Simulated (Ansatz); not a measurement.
# ZrS: a line through a two-coordinate scan, part 2 of 2

How does the energy of ZrS (Fm-3m, No. 225; 2 atoms in the cell) vary with strain +e along z and -e/2 along x and y, at strain +e along x and -e along y = 0.00 %?

Ansatz 0.2.0; DFT PBEsol, scalar-relativistic, plane waves, PAW. The steps go on from the part before.

## 7. Grid point (0.00 %, 4.67 %)

The COD entry's cell or inner coordinates are ideal or old and differ from later refinements, so a difference from it is no clean test against experiment.

File input.yaml:

```yaml
crystal:
  lattice:
    - [0.0, 2.5230548378, 2.7040203745]
    - [2.5230548378, 0.0, 2.7040203745]
    - [2.5230548378, 2.5230548378, 0.0]
  atoms:
    - { symbol: Zr, position: [0.0, 0.0, 0.0] }
    - { symbol: S, position: [0.5, 0.5, 0.5] }
basis:
  ecutwfc: 420
kpoints:
  mp_grid: { grid: [16, 16, 16] }
hamiltonian:
  xc: pbesol
  pseudopotentials: { kind: paw, azcp: { folder: soft_1 } }
scf:
  occupations: { method: gaussian, width: 0.15 }
output:
  forces: true
  stress: true
  eigenvalues: true
```

The run is started by

```sh
$ ansatz run input.yaml --threads 1 --pin off --max-ram 2048MiB --backend cpu --events-out ev --progress --plain --runs-dir out
```

The program printed:

```text
[... 35 lines left out ...]
SCF 1 converged in 7 iterations: F = -5016.538280 eV  dr2 = 2.05e-9
SCF converged after 7 iterations
Free energy (F): -5016.538280 eV
Harris-Foulkes:  -5016.538280 eV  (|F-HF|=4.13e-10)
Internal energy: -5016.523977 eV  (E = F + TS)
E sigma→0 (E₀):  -5016.531128 eV
Entropy (-TS):   -0.014304 eV (-7.152 meV/atom)
Fermi energy:    15.235323 eV
--- Per-component energies (eV) ---
  E_band       = -60.234823
  E_kinetic    = 429.021910
  E_local      = -658.085406  (includes V_loc(G=0)·N_el)
  E_nonlocal   = 110.731123
  E_hartree    = 216.452701
  E_xc         = -244.916484
  E_vxc        = -269.338516  (∫ρ·V_xc dr)
  E_paw        = -3502.424583  (= ΣΔE_a)
  E_vpaw       = -105.469160  (= ΣTr[D̂ρ^β])
  E_aug_tail   = -0.000025  (compensation charges beyond the density's cutoff)
  E_ewald      = -1367.530883
  E_core_change = 0.227670  (= ΣΔE_core)
  E_smearing   = -0.014304  (= −TS)
  E_closure    = -0.000000  (closes the sum)
  Σ components = -5016.538280   (vs F -5016.538280, Δ=0.00e0)
--- Forces (eV/Å), atoms counted from 1 ---
  atom   1  Zr    -0.00000000     0.00000000     0.00000000
  atom   2  S      0.00000000     0.00000000    -0.00000000
  max |Σ_I F_I| component: 4.73e-30 eV/Å
--- Stress (GPa, compression-positive) ---
        8.284968       0.000000       0.000000
        0.000000       8.284968       0.000000
        0.000000       0.000000     -10.287392
  P = ⅓ Tr σ = 2.0942 GPa (20.942 kbar)
--- Band table (eV; the first three rows and the last of 349) ---
  k-point 0: bands = ["-34.4892", "-12.5099", "-12.5099", "-12.4616", "-0.7861", "11.6390", "11.8365", "11.8365", "13.2969", "14.0616", "14.0616", "14.1900", "14.6434", "17.7398", "22.4486", "27.6176", "27.6176"]
  k-point 1: bands = ["-34.4879", "-12.5249", "-12.5104", "-12.4666", "-0.7291", "11.3635", "11.5242", "11.5901", "13.4693", "14.1447", "14.1513", "14.4853", "14.9675", "17.9766", "22.6316", "27.2543", "27.4477"]
  k-point 2: bands = ["-34.4842", "-12.5715", "-12.5119", "-12.4764", "-0.5637", "10.6581", "10.9806", "11.0691", "13.8088", "14.3264", "14.3572", "15.2106", "15.7545", "18.6017", "23.1077", "26.4389", "26.9387"]
  k-point 348: bands = ["-34.4521", "-12.7758", "-12.6139", "-12.6139", "0.0451", "8.6702", "11.0265", "11.0265", "11.5255", "15.5778", "17.8202", "17.8202", "18.3187", "18.9475", "24.1821", "27.0106", "27.0106"]
```

It took 20 s on 1 thread of Arm Neoverse N1, shared host; peak memory 0.43 GiB.

On the map this point reads 48 meV/atom.

## 8. The run at (0.00 %, 7.00 %)

Changes to input.yaml since step 7:

```diff
@@ -2,5 +2,5 @@
   lattice:
-    - [0.0, 2.5230548378, 2.7040203745]
-    - [2.5230548378, 0.0, 2.7040203745]
-    - [2.5230548378, 2.5230548378, 0.0]
+    - [0.0, 2.4929584995, 2.7642130512]
+    - [2.4929584995, 0.0, 2.7642130512]
+    - [2.4929584995, 2.4929584995, 0.0]
   atoms:
```

The run is started by

```sh
$ ansatz run input.yaml --threads 1 --pin off --max-ram 2048MiB --backend cpu --events-out ev --progress --plain --runs-dir out
```

The program printed:

```text
[... 35 lines left out ...]
SCF 1 converged in 7 iterations: F = -5016.427946 eV  dr2 = 2.19e-9
SCF converged after 7 iterations
Free energy (F): -5016.427946 eV
Harris-Foulkes:  -5016.427946 eV  (|F-HF|=3.12e-10)
Internal energy: -5016.412342 eV  (E = F + TS)
E sigma→0 (E₀):  -5016.420144 eV
Entropy (-TS):   -0.015605 eV (-7.802 meV/atom)
Fermi energy:    15.245333 eV
--- Per-component energies (eV) ---
  E_band       = -59.780199
  E_kinetic    = 429.703558
  E_local      = -661.795937  (includes V_loc(G=0)·N_el)
  E_nonlocal   = 110.862318
  E_hartree    = 218.294196
  E_xc         = -245.115611
  E_vxc        = -269.595709  (∫ρ·V_xc dr)
  E_paw        = -3502.489659  (= ΣΔE_a)
  E_vpaw       = -105.542614  (= ΣTr[D̂ρ^β])
  E_aug_tail   = -0.000026  (compensation charges beyond the density's cutoff)
  E_ewald      = -1366.098852
  E_core_change = 0.227670  (= ΣΔE_core)
  E_smearing   = -0.015605  (= −TS)
  E_closure    = -0.000000  (closes the sum)
  Σ components = -5016.427946   (vs F -5016.427946, Δ=0.00e0)
--- Forces (eV/Å), atoms counted from 1 ---
  atom   1  Zr    -0.00000000     0.00000000     0.00000000
  atom   2  S      0.00000000    -0.00000000    -0.00000000
  max |Σ_I F_I| component: 9.47e-30 eV/Å
--- Stress (GPa, compression-positive) ---
       13.274954       0.000000      -0.000000
        0.000000      13.274954       0.000000
       -0.000000      -0.000000     -12.744416
  P = ⅓ Tr σ = 4.6018 GPa (46.018 kbar)
--- Band table (eV; the first three rows and the last of 349) ---
  k-point 0: bands = ["-34.4429", "-12.4771", "-12.4771", "-12.4105", "-0.7845", "11.6121", "11.9025", "11.9025", "13.0774", "13.9667", "14.2242", "14.2242", "14.7169", "18.0393", "22.5252", "27.5857", "27.5857"]
  k-point 1: bands = ["-34.4416", "-12.4934", "-12.4772", "-12.4152", "-0.7259", "11.3441", "11.5606", "11.6456", "13.2874", "14.1736", "14.3007", "14.3888", "15.0583", "18.2750", "22.7082", "27.1781", "27.4267"]
  k-point 2: bands = ["-34.4377", "-12.5425", "-12.4774", "-12.4257", "-0.5562", "10.6701", "10.9764", "11.1053", "13.6730", "14.3779", "14.5017", "15.0522", "15.8761", "18.8982", "23.1786", "26.3014", "26.9483"]
  k-point 348: bands = ["-34.4090", "-12.7147", "-12.5691", "-12.5691", "0.0062", "8.5898", "11.1668", "11.1668", "11.5030", "15.5120", "17.8143", "17.8143", "18.3880", "19.0705", "24.2525", "27.0731", "27.0731"]
```

Run time: 20 s. Hardware: 1 thread of Arm Neoverse N1, shared host; peak memory 0.42 GiB.

On the map this point reads 103 meV/atom.

## 9. Results

The summary covers parts 1 to 2.

| strain +e along z and -e/2 along x and y (%) | step | energy (meV/atom) | slope (meV/atom per %) | pressure (GPa) |
| --- | --- | --- | --- | --- |
| −7.00 | 3 | 148 | −47 | 5.57 |
| −4.67 | 4 | 62 | −28 | 2.36 |
| −2.33 | 5 | 14 | −13 | 0.54 |
| 0.00 | – | 0 | 0 | −0.05 |
| 2.33 | 6 | 12 | 10 | 0.50 |
| 4.67 | 7 | 48 | 20 | 2.09 |
| 7.00 | 8 | 103 | 28 | 4.60 |

Energies count from the relaxed crystal. Rows without a step come from runs not printed here or follow by symmetry. Slopes come from the forces (and the stress, where the cell changes), not from differences of energies.

In words: The lowest point of the line is at 0.00 %, 0 meV/atom from the zero. A fit to energies and slopes at the lowest point and its two neighbours puts the minimum at 0.000 %, with a curvature of about 4.9 meV/atom per %². Divided by the reference volume, that is a stiffness of about 460 GPa for this pattern of strain. The well is lopsided: two grid steps out, the energy rises by 62 meV/atom towards smaller values and 48 meV/atom towards larger ones. The highest point computed, at −7.00 %, lies 148 meV/atom above the lowest. This is one cut through a surface in two coordinates; it holds the lowest point sampled, which need not be a minimum.
